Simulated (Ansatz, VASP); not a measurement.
**One calculation of Mg, two programs**

Contents of INCAR:

```
SYSTEM = Mg
  ALGO = Normal
  EDIFF = 1E-7
  EDIFFG = -0.002
  ENCUT = 600
  IBRION = 2
  ISIF = 3
  ISMEAR = 0
  LASPH = .True.
  LCHARG = .False.
  LREAL = .False.
  LWAVE = .False.
  NELM = 100
  NSW = 100
  PREC = Accurate
  SIGMA = 0.1
```

Contents of KPOINTS:

```
k-points
0
Gamma
  15 15 8
  0 0 0
```

File POSCAR:

```
Mg
1.0
    3.1800000000      0.0000000000      0.0000000000
   -1.5900000000      2.7539608000      0.0000000000
    0.0000000000      0.0000000000      5.1600000000
Mg
2
Direct
    0.3333333000      0.6666667000      0.2500000000
    0.6666667000      0.3333333000      0.7500000000
```

Input for Ansatz:

```yaml
crystal:
  lattice:
    - [3.18, 0.0, 0.0]
    - [-1.59, 2.7539608, 0.0]
    - [0.0, 0.0, 5.16]
  atoms:
    - { symbol: Mg, position: [0.3333333, 0.6666667, 0.25] }
    - { symbol: Mg, position: [0.6666667, 0.3333333, 0.75] }
basis:
  ecutwfc: 420
kpoints:
  mp_grid: { grid: [15, 15, 8] }
hamiltonian:
  xc: lda
scf:
  occupations: { method: gaussian, width: 0.1 }
output:
  forces: true
  stress: true
  eigenvalues: true
  write_density: true
  write_potential: true
  elf: true
  volumetric_format: npy
relax:
  adjacent_minimum: "off"
  f_tol: 0.002
  max_steps: 80
  cell: { stress_tol: 0.02 }
```

The cell was built by a generator and needn't be a form met in nature.

Alike in both runs: task relaxation of cell and atoms; functional LDA; k mesh 15 × 15 × 8; occupations gaussian, width 0.1 eV; no spin polarisation.

|  | VASP | Ansatz |
| --- | --- | --- |
| version | VASP 6.6.1 | Ansatz 0.2.0 |
| potentials or method | VASP PAW LDA potentials, release 64 (Mg) | scalar-relativistic, plane waves, PAW |
| plane-wave cutoff (eV) | 600 | 420 |
| valence electrons in the cell | 4 | 20 |

|  | VASP | Ansatz | Ansatz less VASP |
| --- | --- | --- | --- |
| gap on the k mesh at the Fermi level, each at its own relaxed structure (eV) | none | none | - |
| relaxed volume (Å³/atom) | 21.43 | 21.60 | +0.175 |
| relaxed cell length with the largest relative difference (Å) | 5.025 | 5.039 | +0.0141 |
| energy change over the relaxation (meV/atom) | -8 | -6 | +2.2 |

A gap of «none» marks a metal or a gap that the smearing closes. The two sets of potentials don't hold the same shells in valence.
